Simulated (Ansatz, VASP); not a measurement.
# SiC: VASP beside Ansatz

The input INCAR:

```
PREC     = Accurate       # precision mode
ENCUT    = 520            # plane-wave cutoff, eV
EDIFF    = 1E-6           # SCF threshold, eV
ISMEAR   = 0              # smearing method
SIGMA    = 0.01           # smearing width, eV
LREAL    = False          # projectors in reciprocal space
LASPH    = True           # aspherical terms in the spheres
NELM     = 80             # most SCF steps
ALGO     = Normal         # electronic algorithm
ISIF     = 2              # what is computed and relaxed
LWAVE    = False          # write WAVECAR
LCHARG   = False          # write CHGCAR
GGA      = PE             # functional
NBANDS   = 16             # bands
```

Contents of KPOINTS:

```
regular mesh
0
Gamma
  9 9 4
```

File POSCAR:

```
SiC
1.0
    3.0753562516      0.0000000000      0.0000000000
   -1.5376781258      2.6633366395      0.0000000000
    0.0000000000      0.0000000000      5.0481081077
Si C
2 2
Direct
    0.3333333333      0.6666666667     -0.0004084095
    0.6666666667      0.3333333333      0.4995915905
    0.3333333333      0.6666666667      0.3754084095
    0.6666666667      0.3333333333      0.8754084095
```

Input for Ansatz:

```yaml
crystal:
  lattice:
    - [3.0753562516, 0.0, 0.0]
    - [-1.5376781258, 2.6633366395, 0.0]
    - [0.0, 0.0, 5.0481081077]
  atoms:
    - { symbol: Si, position: [0.3333333333, 0.6666666667, -0.0004084095] }
    - { symbol: Si, position: [0.6666666667, 0.3333333333, 0.4995915905] }
    - { symbol: C, position: [0.3333333333, 0.6666666667, 0.3754084095] }
    - { symbol: C, position: [0.6666666667, 0.3333333333, 0.8754084095] }
kpoints:
  mp_grid: { grid: [9, 9, 4] }
hamiltonian:
  xc: pbe
scf:
  occupations: { method: fixed }
output:
  optics:
    e_range: [0, 15]
    de: 0.05
    sigma: 0.1
    bands: { spectra_wanted_up_to: 15 }
    scissors: 1.082
```

Alike in both runs: task single point; functional PBE; k mesh 9 × 9 × 4; no spin polarisation.

```csv
,VASP,Ansatz
version,VASP 6.6.1,Ansatz 0.2.0
potentials or method,"VASP PAW PBE potentials, release 64 (Si, C)","plane waves, PAW"
plane-wave cutoff (eV),520,420
occupations,"gaussian, width 0.01 eV",fixed
valence electrons in the cell,16,16
```

|  | VASP | Ansatz | Ansatz less VASP |
| --- | --- | --- | --- |
| gap on the k mesh at the Fermi level (eV) | 2.27 | 2.28 | +0.004 |

Caveats: an odd mesh through Γ misses points on the zone boundary, where band edges often lie. Expect the measured gap to be larger: semilocal functionals such as PBE lack the derivative discontinuity.
